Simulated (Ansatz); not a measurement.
# The honeycomb AlP bilayer (AB) under a gate, part 3 of 4

Wanted: Fermi level and gate voltage of the honeycomb AlP bilayer (AB) as it is charged.

Ansatz 0.2.0; plane-wave DFT, PBE-D3(BJ), Ansatz PAW.

So far. Step 6 (Gated layer, added electrons 6×10¹³ per cm²): Against the uncharged case this takes +4.65 V.

**7. Gated layer, added electrons 10×10¹³ per cm²**

input.yaml

```yaml
crystal:
  lattice:
    - [3.8486900936, 0.0, 0.0]
    - [-1.9243450468, 3.3330633923, 0.0]
    - [0.0, 0.0, 37.0709155088]
  atoms:
    - { symbol: P, position: [0.6666666667, 0.3333333333, 0.454534229] }
    - { symbol: Al, position: [0.3333333333, 0.6666666667, 0.4720966231] }
    - { symbol: P, position: [0.0, 0.0, 0.545465771] }
    - { symbol: Al, position: [0.6666666667, 0.3333333333, 0.5261669041] }
  periodic: [true, true, false]
  symmetry: { detect: true }
total_charge: -0.128279
kpoints:
  mp_grid: { grid: [72, 72, 1] }
  band_path:
    path: [[0, 0, 0], [0.5, 0, 0], [0.33333333, 0.33333333, 0], [0, 0, 0]]
    npoints: 16
hamiltonian:
  xc: pbe
  dispersion: d3bj
scf:
  occupations: { method: fermi_dirac, width: 0.02585 }
  convergence: { dr2_threshold: 1.0e-10 }
output:
  forces: true
  eigenvalues: true
  write_potential: true
  write_density: true
  volumetric_format: npy
external_charges:
  - { charge: 0, barrier: 10, axis: 3, height: 23.721, sigma: 0.25 }
  - { charge: 0.128279, axis: 3, height: 25.221, sigma: 0.5 }
```

Started as:

```sh
$ ansatz run input.yaml --threads 4 --pin off --max-ram 16384MiB --backend cpu --events-out ev --progress --plain --runs-dir out
```

Numbers of over 12 decimals in the logs are rounded to 6 here.

Output:

```text
[...]
Crystal: 4 atoms, lattice volume = 475.543 Å³
Basis set: ecut = 420 eV, 9303 PW (Γ), exchange–correlation on 54×54×500 points (8 copies of the dense FFT grid, shifted against one another)
Bands: 13, of which v1, the nominal top of the filled ones, is band 8 counted from 1 (7 counted from 0)
Symmetry: 6 space group operations
[...]
k-points: 469 of 5184 (time reversal used)
[...]
--- Band table (eV; the first three rows and the last of 469) ---
  k-point 0: bands = [... 4 lower, -3.4516, -3.1693, -2.6112, -2.6112, 0.0120, 0.5377, 1.6157, 1.6157, ... 1 higher]
  k-point 1: bands = [... 4 lower, -3.4556, -3.1654, -2.6255, -2.6132, 0.0240, 0.5489, 1.6091, 1.6221, ... 1 higher]
  k-point 2: bands = [... 4 lower, -3.4676, -3.1556, -2.6673, -2.6190, 0.0583, 0.5816, 1.5908, 1.6411, ... 1 higher]
  k-point 468: bands = [... 4 lower, -6.3042, -5.6497, -3.9355, -2.8250, -1.1002, 1.4426, 2.2821, 3.7623, ... 1 higher]
[key lines of the parts left out:]
SCF converged after 13 iterations
Free energy (F): -2588.359924 eV
Fermi energy:    -1.450608 eV
```

Run time: 2.2 min. Hardware: 4 threads of Arm Neoverse V1, shared host; peak memory 3 GiB; 8.8 min of CPU time.

Running mean over a fixed 2.5 Å (it still follows the layers) of the planar mean; beyond a gate it holds the 10 eV model barrier. Electron's electrostatic potential energy less the Fermi level against z:

| z (Å) | electron's electrostatic potential energy less the Fermi level (eV) |
| --- | --- |
| 4 | 4.45 |
| 5 | 4.45 |
| 6 | 4.45 |
| 7 | 4.45 |
| 8 | 4.45 |
| 9 | 4.45 |
| 10 | 4.45 |
| 11 | 4.45 |
| 12 | 4.45 |
| 13 | 4.45 |
| 14 | 4.39 |
| 15 | 3.47 |
| 16 | -1.91 |
| 17 | -5.48 |
| 18 | -5.20 |
| 19 | -4.76 |
| 20 | -5.05 |
| 21 | -1.88 |
| 22 | 2.71 |
| 23 | 4.49 |
| 24 | 6.81 |
| 25 | 8.96 |
| 26 | 8.62 |
| 27 | 8.46 |
| 28 | 8.45 |
| 29 | 8.45 |
| 30 | 8.45 |
| 31 | 8.45 |
| 32 | 8.45 |
| 33 | 8.45 |

Against the uncharged case this takes +7.36 V.

**8. Gated layer, added electrons -1×10¹³ per cm²**

input.yaml, as its differences from that of step 7:

```diff
@@ -12,3 +12,3 @@
   symmetry: { detect: true }
-total_charge: -0.128279
+total_charge: 0.012828
 kpoints:
@@ -32,2 +32,2 @@
   - { charge: 0, barrier: 10, axis: 3, height: 23.721, sigma: 0.25 }
-  - { charge: 0.128279, axis: 3, height: 25.221, sigma: 0.5 }
+  - { charge: -0.012828, axis: 3, height: 25.221, sigma: 0.5 }
```

Output:

```text
[...]
Crystal: 4 atoms, lattice volume = 475.543 Å³
Basis set: ecut = 420 eV, 9303 PW (Γ), exchange–correlation on 54×54×500 points (8 copies of the dense FFT grid, shifted against one another)
Bands: 12, of which v1, the nominal top of the filled ones, is band 8 counted from 1 (7 counted from 0)
Symmetry: 6 space group operations
[...]
k-points: 469 of 5184 (time reversal used)
[...]
--- Band table (eV; the first three rows and the last of 469) ---
  k-point 0: bands = [... 4 lower, -7.2285, -6.6967, -6.2892, -6.2892, -3.6912, -3.0586, -2.1432, -2.1432]
  k-point 1: bands = [... 4 lower, -7.2324, -6.6936, -6.3034, -6.2913, -3.6785, -3.0482, -2.1490, -2.1368]
  k-point 2: bands = [... 4 lower, -7.2441, -6.6852, -6.3450, -6.2973, -3.6418, -3.0182, -2.1648, -2.1178]
  k-point 468: bands = [... 4 lower, -10.0755, -9.3338, -7.6498, -6.3814, -4.8102, -2.1392, -1.3610, 0.0064]
[key lines of the parts left out:]
SCF converged after 15 iterations
Free energy (F): -2588.001494 eV
Fermi energy:    -6.180251 eV
```

Run time: 2.2 min. Hardware: 4 threads; peak memory 2.9 GiB.

Against the uncharged case this takes -1.09 V.

**9. Gated layer, added electrons -3×10¹³ per cm²**

input.yaml, as its differences from that of step 8:

```diff
@@ -12,3 +12,3 @@
   symmetry: { detect: true }
-total_charge: 0.012828
+total_charge: 0.038484
 kpoints:
@@ -32,2 +32,2 @@
   - { charge: 0, barrier: 10, axis: 3, height: 23.721, sigma: 0.25 }
-  - { charge: -0.012828, axis: 3, height: 25.221, sigma: 0.5 }
+  - { charge: -0.038484, axis: 3, height: 25.221, sigma: 0.5 }
```

Output:

```text
[...]
Crystal: 4 atoms, lattice volume = 475.543 Å³
Basis set: ecut = 420 eV, 9303 PW (Γ), exchange–correlation on 54×54×500 points (8 copies of the dense FFT grid, shifted against one another)
Bands: 12, of which v1, the nominal top of the filled ones, is band 8 counted from 1 (7 counted from 0)
Symmetry: 6 space group operations
[...]
k-points: 469 of 5184 (time reversal used)
[...]
--- Band table (eV; the first three rows and the last of 469) ---
  k-point 0: bands = [... 4 lower, -7.9264, -7.3627, -6.9764, -6.9764, -4.3801, -3.7343, -2.8348, -2.8348]
  k-point 1: bands = [... 4 lower, -7.9303, -7.3597, -6.9905, -6.9784, -4.3673, -3.7240, -2.8405, -2.8285]
  k-point 2: bands = [... 4 lower, -7.9420, -7.3513, -7.0320, -6.9845, -4.3305, -3.6945, -2.8562, -2.8095]
  k-point 468: bands = [... 4 lower, -10.7718, -10.0179, -8.3414, -7.0511, -5.4947, -2.8106, -2.0416, -0.6891]
[key lines of the parts left out:]
SCF converged after 11 iterations
Free energy (F): -2587.808852 eV
Fermi energy:    -6.883244 eV
```

The job ended after 2 min (4 threads; peak memory 2.9 GiB).

Electronic bands along the path, in eV, zero at the Fermi level:

| point | band 5 | band 6 | band 7 | band 8 | band 9 | band 10 | band 11 | band 12 |
| --- | --- | --- | --- | --- | --- | --- | --- | --- |
| Γ | -1.04 | -0.48 | -0.09 | -0.09 | 2.50 | 3.15 | 4.05 | 4.05 |
| halfway | -2.21 | -1.81 | -0.62 | -0.17 | 1.90 | 3.37 | 4.07 | 5.26 |
| M | -2.32 | -1.91 | -1.05 | -0.59 | 0.85 | 2.76 | 3.59 | 4.59 |
| halfway | -3.30 | -2.31 | -1.61 | -0.33 | 1.53 | 3.76 | 4.14 | 4.83 |
| K | -3.89 | -3.13 | -1.46 | -0.17 | 1.39 | 4.07 | 4.84 | 6.19 |
| halfway | -2.64 | -1.96 | -1.35 | -0.07 | 2.44 | 4.00 | 4.36 | 4.60 |
| Γ | -1.04 | -0.48 | -0.09 | -0.09 | 2.50 | 3.15 | 4.05 | 4.05 |

The electronic bands as a text plot (rows in eV, shown from -5.9 to 4.0 only):

```
    3.8 |++++  ++   ++++++++   +++ ++       ++++++++++ ++++++++++
    3.4 |  ++++  +++        +++   +                         +++
    3.0 |++ +       +++++      +++                        +++  ++
    2.6 |+++ +++         ++++++                     ++++++   ++++
    2.2 |       +++                              +++
    1.8 |          ++                        ++++
    1.4 |            +++        +++++++++++++
    1.0 |               ++++++++
    0.5 |
    0.1 |                                       ******
   -0.3 |*******************    ****************      ***********
   -0.7 |   *    *******    ****                       ***  *
   -1.1 |*******        ********                      *  ********
   -1.5 |  **  ****             ***************    *** ** ** **
   -1.9 |    **  *******  ********             ********  *  *
   -2.3 |      *   *************  ***          **     *** **
   -2.8 |       *               **   **     ***  *****   *
   -3.2 |        **               **   *****   **      **
   -3.6 |          *                ***     ***       *
   -4.0 |***************               *****       **************
   -4.4 |           *   **                     *******
   -4.8 |            *    *********************  **
   -5.2 |             ***                      **
   -5.6 |                **********************
         Γ                   M           K                      Γ
```

Against the uncharged case this takes -2.50 V.

**10. Gated layer, added electrons -6×10¹³ per cm²**

input.yaml, as its differences from that of step 9:

```diff
@@ -12,3 +12,3 @@
   symmetry: { detect: true }
-total_charge: 0.038484
+total_charge: 0.076968
 kpoints:
@@ -27,2 +27,3 @@
   eigenvalues: true
+  dos: { projected: true, e_range: [-3, 3], de: 0.01 }
   write_potential: true
@@ -30,4 +31,5 @@
   volumetric_format: npy
+  elf: true
 external_charges:
   - { charge: 0, barrier: 10, axis: 3, height: 23.721, sigma: 0.25 }
-  - { charge: -0.038484, axis: 3, height: 25.221, sigma: 0.5 }
+  - { charge: -0.076968, axis: 3, height: 25.221, sigma: 0.5 }
```

Output:

```text
[...]
Crystal: 4 atoms, lattice volume = 475.543 Å³
Basis set: ecut = 420 eV, 9303 PW (Γ), exchange–correlation on 54×54×500 points (8 copies of the dense FFT grid, shifted against one another)
Bands: 12, of which v1, the nominal top of the filled ones, is band 8 counted from 1 (7 counted from 0)
Symmetry: 6 space group operations
[...]
k-points: 469 of 5184 (time reversal used)
[...]
--- Band table (eV; the first three rows and the last of 469) ---
  k-point 0: bands = [... 4 lower, -8.9850, -8.3742, -8.0180, -8.0180, -5.4263, -4.7606, -3.8838, -3.8838]
  k-point 1: bands = [... 4 lower, -8.9889, -8.3712, -8.0320, -8.0200, -5.4134, -4.7505, -3.8894, -3.8774]
  k-point 2: bands = [... 4 lower, -9.0005, -8.3630, -8.0734, -8.0261, -5.3764, -4.7217, -3.9047, -3.8584]
  k-point 468: bands = [... 4 lower, -11.8280, -11.0549, -9.3902, -8.0666, -6.5329, -3.8303, -3.0750, -1.7441]
[key lines of the parts left out:]
SCF converged after 12 iterations
Free energy (F): -2587.457479 eV
Fermi energy:    -7.924452 eV
```

Wall time 2.2 min (4 threads); peak memory 2.9 GiB.

The density of states has structure finer than the step of the table below, so its rows give means over 0.2 eV, whole bins alone (the curve runs from -3 to 2 eV). Peaks (eV: height): -2.43: 4.61, -2.22: 5.61, -1.92: 4.06, -1.61: 4.02, -0.14: 9.99, 1.56: 3.59.

The density of states by energy, zero at the Fermi level; means over each step:

| energy (eV) | density of states (states/eV a cell) |
| --- | --- |
| -2.8 | 1.54 |
| -2.6 | 1.92 |
| -2.4 | 3.04 |
| -2.2 | 4.18 |
| -2.0 | 3.03 |
| -1.8 | 2.25 |
| -1.6 | 3.07 |
| -1.4 | 1.87 |
| -1.2 | 1.83 |
| -1.0 | 1.65 |
| -0.8 | 1.05 |
| -0.6 | 1.11 |
| -0.4 | 2.68 |
| -0.2 | 6.19 |
| 0.0 | 2.50 |
| 0.2 | 0 |
| 0.4 | 0 |
| 0.6 | 0 |
| 0.8 | 0.168 |
| 1.0 | 0.666 |
| 1.2 | 0.728 |
| 1.4 | 1.27 |
| 1.6 | 2.06 |
| 1.8 | 1.16 |

Against the uncharged case this takes -4.60 V.

**11. Gated layer, added electrons -10×10¹³ per cm²**

input.yaml, as its differences from that of step 10:

```diff
@@ -12,3 +12,3 @@
   symmetry: { detect: true }
-total_charge: 0.076968
+total_charge: 0.128279
 kpoints:
@@ -34,2 +34,2 @@
   - { charge: 0, barrier: 10, axis: 3, height: 23.721, sigma: 0.25 }
-  - { charge: -0.076968, axis: 3, height: 25.221, sigma: 0.5 }
+  - { charge: -0.128279, axis: 3, height: 25.221, sigma: 0.5 }
```

Output:

```text
[...]
Crystal: 4 atoms, lattice volume = 475.543 Å³
Basis set: ecut = 420 eV, 9303 PW (Γ), exchange–correlation on 54×54×500 points (8 copies of the dense FFT grid, shifted against one another)
Bands: 12, of which v1, the nominal top of the filled ones, is band 8 counted from 1 (7 counted from 0)
Symmetry: 6 space group operations
[...]
k-points: 469 of 5184 (time reversal used)
[...]
--- Band table (eV; the first three rows and the last of 469) ---
  k-point 0: bands = [... 4 lower, -10.4156, -9.7435, -9.4253, -9.4253, -6.8422, -6.1498, -5.3016, -5.3016]
  k-point 1: bands = [... 4 lower, -10.4194, -9.7406, -9.4393, -9.4274, -6.8292, -6.1400, -5.3070, -5.2952]
  k-point 2: bands = [... 4 lower, -10.4309, -9.7325, -9.4803, -9.4335, -6.7920, -6.1122, -5.3219, -5.2762]
  k-point 468: bands = [... 4 lower, -13.2554, -12.4560, -10.8071, -9.4393, -7.9361, -5.2106, -4.4736, -3.1699]
[key lines of the parts left out:]
SCF converged after 13 iterations
Free energy (F): -2586.871716 eV
Fermi energy:    -9.321061 eV
```

The job ended after 2.3 min (4 threads; peak memory 2.9 GiB; 9.1 min of CPU time).

The density of states has structure finer than the step of the table below, so its rows give means over 0.1 eV, whole bins alone (the curve runs from -3 to 1.99 eV). Peaks (eV: height): -2.43: 5.05, -2.22: 6.10, -1.63: 4.54, -0.10: 9.27, 1.56: 3.12.

Table of density of states by energy, zero at the Fermi level; means over each step:

energy (eV), density of states (states/eV a cell) and a bar:
```
     -2.9       1.41 ######
     -2.8       1.56 ######
     -2.7       1.73 #######
     -2.6       1.92 ########
     -2.5       2.33 #########
     -2.4       3.60 ##############
     -2.3       3.39 ##############
     -2.2       4.75 ###################
     -2.1       3.23 #############
     -2.0       3.06 ############
     -1.9       2.31 #########
     -1.8       2.27 #########
     -1.7       2.78 ###########
     -1.6       3.41 ##############
     -1.5       2.32 #########
     -1.4       1.72 #######
     -1.3       1.74 #######
     -1.2       1.82 #######
     -1.1       1.97 ########
     -1.0       1.51 ######
     -0.9       1.19 #####
     -0.8       1.03 ####
     -0.7       0.93 ####
     -0.6       0.95 ####
     -0.5       1.51 ######
     -0.4       2.23 #########
     -0.3       3.57 ##############
     -0.2       5.04 ####################
     -0.1       7.51 ##############################
      0.0       3.05 ############
      0.1       0.00 
      0.2       0.00 
      0.3       0.00 
      0.4       0.00 
      0.5       0.00 
      0.6       0.00 
      0.7       0.00 
      0.8       0.05 
      0.9       0.66 ###
      1.0       0.67 ###
      1.1       0.69 ###
      1.2       0.73 ###
      1.3       0.79 ###
      1.4       1.30 #####
      1.5       2.08 ########
      1.6       2.11 ########
      1.7       1.39 ######
      1.8       1.14 #####
      1.9       1.00 ####
```

Against the uncharged case this takes -7.43 V.

**12. The series together**

This step: plane-wave DFT, PBE-D3(BJ), Ansatz PAW; charging by gates (Ansatz 0.2.0).

The potential behind each gate is read from every run and counted from the uncharged case.

Voltage on the gate against the layer's Fermi level, from the uncharged case. The gate voltage by added electrons:

| added electrons (10¹³ per cm²) | gate voltage (V) |
| --- | --- |
| -10.00 | -7.43 |
| -6.00 | -4.60 |
| -3.00 | -2.50 |
| -1.00 | -1.09 |
| 0.00 | 0 |
| 1.00 | 1.12 |
| 3.00 | 2.55 |
| 6.00 | 4.65 |
| 10.00 | 7.36 |

Charge step over voltage step between neighbouring densities. Table of total capacitance by added electrons:

| added electrons (10¹³ per cm²) | total capacitance (µF/cm²) |
| --- | --- |
| -8.00 | 2.26 |
| -4.50 | 2.29 |
| -2.00 | 2.29 |
| -0.50 | 1.46 |
| 0.50 | 1.43 |
| 2.00 | 2.24 |
| 4.50 | 2.29 |
| 8.00 | 2.36 |

Work function of the face away from the gate. Work function of the far face against added electrons:

| added electrons (1e13 /cm²) | work function of the far face (eV) |
| --- | --- |
| -10.00 | 5.40 |
| -6.00 | 5.44 |
| -3.00 | 5.46 |
| -1.00 | 5.45 |
| 0.00 | 5.05 |
| 1.00 | 4.63 |
| 3.00 | 4.58 |
| 6.00 | 4.52 |
| 10.00 | 4.45 |

By hand: 10¹³ electrons per cm² are 0.001 e/Å², which by Gauss's law end a field of 0.181 V/Å. At 10×10¹³ holes per cm² the field towards a gate is 1.810 V/Å, which over the 5 Å from the outer atoms would drop 9.05 V; the run needs 7.43 V.

**13. Varying the input**

This step: plane-wave DFT, PBE-D3(BJ), Ansatz PAW (Ansatz 0.2.0).

A run with a changed input: it repeats the earlier run at 1 × 10¹³ added electrons per cm² with kpoints.mp_grid.grid from [72, 72, 1] to [6, 6, 1].

input.yaml, the sections that differ from step 11:

```yaml
total_charge: -0.012828
kpoints:
  mp_grid: { grid: [6, 6, 1] }
  band_path:
    path: [[0, 0, 0], [0.5, 0, 0], [0.33333333, 0.33333333, 0], [0, 0, 0]]
    npoints: 16
output:
  forces: true
  eigenvalues: true
  write_potential: true
  write_density: true
  volumetric_format: npy
external_charges:
  - { charge: 0, barrier: 10, axis: 3, height: 23.721, sigma: 0.25 }
  - { charge: 0.012828, axis: 3, height: 25.221, sigma: 0.5 }
# crystal, hamiltonian, scf: as in step 11
```

Output:

```text
[...]
Crystal: 4 atoms, lattice volume = 475.543 Å³
Basis set: ecut = 420 eV, 9303 PW (Γ), exchange–correlation on 54×54×500 points (8 copies of the dense FFT grid, shifted against one another)
Bands: 13, of which v1, the nominal top of the filled ones, is band 8 counted from 1 (7 counted from 0)
Symmetry: 6 space group operations
[...]
k-points: 7 of 36 (time reversal used)
[...]
SCF iter   1: F=—  HF=-2588.983456 eV  |F-HF|=—  |Δ(HF+E_count)|=         —  Δρ=1.90e-2  dr2=3.05e0  ethr=3.10e-3  ⟨swp⟩=16.1  Hψ=1213  notcnv=0
[...]
SCF iter  12: F=-2588.136869 eV  HF=-2588.136869 eV  |F-HF|=3.88e-10  |Δ(HF+E_count)|=   3.20e-9  Δρ=4.59e-8  dr2=1.71e-11  ethr=1.00e-12  ⟨swp⟩=19.1  Hψ=914  notcnv=0
SCF 1 converged in 12 iterations: F = -2588.136869 eV  dr2 = 1.71e-11
[...]
SCF converged after 12 iterations
Free energy (F): -2588.136869 eV
[...]
Internal energy: -2588.135700 eV  (E = F + TS)
E sigma→0 (E₀):  -2588.136285 eV
Entropy (-TS):   -0.001169 eV (-0.292 meV/atom)
Fermi energy:    -4.729271 eV
[...]
--- Forces (eV/Å), atoms and charges each counted from 1 ---
  atom   1  P      0.00000000    -0.00000000     0.02747896
  atom   2  Al    -0.00000000     0.00000000    -0.00842511
  atom   3  P      0.00000000    -0.00000000    -0.01713416
  atom   4  Al     0.00000000     0.00000000    -0.01109344
  external charge   1     0.00000000     0.00000000     0.01033398
  external charge   2     0.00000000     0.00000000    -0.00116012
  max |Σ_I F_I| component, the external charges' with the atoms': 1.11e-7 eV/Å
--- Band table (eV; the first three rows and the last of 7) ---
  k-point 0: bands = [... 4 lower, -6.5255, -6.0307, -5.5958, -5.5958, -2.9988, -2.3802, -1.4461, -1.4461, ... 1 higher]
  k-point 1: bands = [... 4 lower, -6.9597, -6.9328, -5.8664, -5.8380, -2.9533, -1.7662, -1.4369, -0.6412, ... 1 higher]
  k-point 2: bands = [... 4 lower, -7.9313, -7.5692, -6.3469, -5.6957, -4.1935, -2.5604, -1.6098, -0.5459, ... 1 higher]
  k-point 6: bands = [... 4 lower, -9.3745, -8.6440, -6.9555, -5.7107, -4.1213, -1.4665, -0.6790, 0.7058, ... 1 higher]
```

Wall time 6 s (4 threads); peak memory 0.6 GiB.

| quantity | this run | earlier run | difference |
| --- | --- | --- | --- |
| potential beyond the upper barrier and gate, less the barrier, from the Fermi level (eV) | 4.762 | 4.697 | 0.065 |

It moves by +0.0653 eV.

The change shows in the results, which are not taken further.

(Continued in part 4 of 4.)

[Logs are printed without paths, hosts, clocks, repeated set-up lines and the standing remarks that a program may print on its own settings, such as how far it seeks lower states.]

[Hosts, paths, dates, database ids (printed as entryN), source tags and the programs' standing remarks are cut or masked in the printed files.]

[Maps of the electrostatic potential energy from Ansatz leave out the sawtooth potential of an applied field or a dipole correction, so their vacuum need not be flat; planar profiles and work functions include it.]

[The density of states shown here was stored with 400 of the rows of the run's finer table, so its peaks can read low, often by over a quarter, or be missed, and its means over a window can be off by a tenth or more.]
